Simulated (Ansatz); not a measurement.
# CaO: convergence with LAPW's basis error target

How much do the results for CaO depend on LAPW's basis error target?

The COD cell was measured well above room temperature, so it is larger than a cold one.

Method: DFT, PBE, all-electron LAPW, scalar-relativistic, in Ansatz 0.2.0.

### 1 Starting point

Symmetry: Fm-3m, No. 225, cubic system. Conventional cell: a = 4.898 Å, b = 4.898 Å, c = 4.898 Å, α = 90.00°, β = 90.00°, γ = 90.00°. Ca (site symmetry m-3m) has 6 O at 2.45 Å as nearest neighbours. Around O (site symmetry m-3m) lie 6 Ca at 2.45 Å.

As a file:

```cif
data_structure
_symmetry_space_group_name_H-M 'Fm-3m'
_symmetry_Int_Tables_number 225
_cell_length_a 4.8980
_cell_length_b 4.8980
_cell_length_c 4.8980
_cell_angle_alpha 90.000
_cell_angle_beta 90.000
_cell_angle_gamma 90.000
_cell_volume 117.50
loop_
_atom_site_label
_atom_site_type_symbol
_atom_site_symmetry_multiplicity
_atom_site_Wyckoff_symbol
_atom_site_fract_x
_atom_site_fract_y
_atom_site_fract_z
_atom_site_occupancy
Ca1 Ca 4 a 0.00000 0.00000 0.00000 1
O1 O 4 b 0.50000 0.00000 0.00000 1
```

The file gives the conventional cell by its symmetry; the runs use the cell typed in the input.

The geometry is a database entry used as it stands. It may stem from high pressure or temperature, or be incomplete, so it serves as a test cell.

Atoms are numbered in the order of the input: Ca1, O2.

### 2 With basis error target 0.03 eV/atom

The input, input.yaml:

```yaml
crystal:
  lattice:
    - [0.0, 2.449, 2.449]
    - [2.449, 0.0, 2.449]
    - [2.449, 2.449, 0.0]
  atoms:
    - { symbol: Ca, position: [0.0, 0.0, 0.0] }
    - { symbol: O, position: [0.5, 0.5, 0.5] }
kpoints:
  mp_grid: { grid: [11, 11, 11] }
scf:
  occupations: { method: fermi_dirac, width: 0.02 }
hamiltonian:
  xc: pbe
  pseudopotentials: { kind: all_electron, lapw: { basis_error: 0.03 } }
output:
  forces: true
  stress: true
  eigenvalues: true
```

### 3 With basis error target 0.01 eV/atom

Edit input.yaml of step 2 so:

```diff
@@ -14,3 +14,3 @@
   xc: pbe
-  pseudopotentials: { kind: all_electron, lapw: { basis_error: 0.03 } }
+  pseudopotentials: { kind: all_electron, lapw: { basis_error: 0.01 } }
 output:
```

### 4 With basis error target 0.003 eV/atom

Edit input.yaml of step 3 so:

```diff
@@ -14,3 +14,3 @@
   xc: pbe
-  pseudopotentials: { kind: all_electron, lapw: { basis_error: 0.01 } }
+  pseudopotentials: { kind: all_electron, lapw: { basis_error: 0.003 } }
 output:
```

### 5 With basis error target 0.0001 eV/atom

Edit input.yaml of step 4 so:

```diff
@@ -14,3 +14,3 @@
   xc: pbe
-  pseudopotentials: { kind: all_electron, lapw: { basis_error: 0.003 } }
+  pseudopotentials: { kind: all_electron, lapw: { basis_error: 0.0001 } }
 output:
```

(Steps that only read results are left out.)

Before running it: what results should come out? Wanted: energy error of the loosest run; pressure, lowest to highest; gap, lowest to highest.

**Answer**, as computed:

```
                              quantity                     value
energy error of the loosest run (LAPW)              9.0 meV/atom
                within 1 meV/atom from  basis error target 0.003
    pressure, lowest to highest (LAPW)        -3.99 to -3.92 GPa
         gap, lowest to highest (LAPW)           3.69 to 3.70 eV
```

The loosest usable run is off by 9.0 meV/atom from the tightest; from basis error target 0.003 on, all lie within 1 meV/atom of it. The energy falls at every step, as a growing basis should make it. The pressure spans 0.06 GPa (LAPW). The tightest run took 10 s against 2.8 s for the loosest.

The gaps are Kohn-Sham values of a semilocal functional, not quasiparticle or optical gaps. Such gaps usually fall short of the measured ones.
